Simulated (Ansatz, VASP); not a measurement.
**Two plane-wave programs on AlCo**

```xyz
2
Lattice="2.8231 0.0000 0.0000 0.0000 2.8231 0.0000 0.0000 0.0000 2.8231" Properties=species:S:1:pos:R:3 pbc="T T T"
Al    0.0000    0.0000    0.0000
Co    1.4115    1.4115    1.4115
```

Alike in both runs: functional PBEsol; k mesh 16 × 16 × 16; occupations fermi-dirac, width 0.08 eV; no spin polarisation.

Ansatz relaxed the structure, and its values are those at the end. VASP's run is a single point on that final structure, the one shown.

```csv
,VASP,Ansatz
version,VASP 6.6.1,Ansatz 0.2.0
potentials or method,"VASP PAW PBE potentials, release 64 (Al, Co)","PAW with Ansatz's default frozen-core files, scalar-relativistic"
plane-wave cutoff (eV),520,420
valence electrons in the cell,12,20
```

```csv
,VASP,Ansatz,Ansatz less VASP
pressure (GPa),0.1,0.0,-0.11
```

The two sets of potentials don't hold the same shells in valence.

Caveats: the PAW data sets were made with another functional, which shifts forces and pressure a little (VASP). Spin polarisation is off, so any magnetic state and its effect on volume and gap are missing.
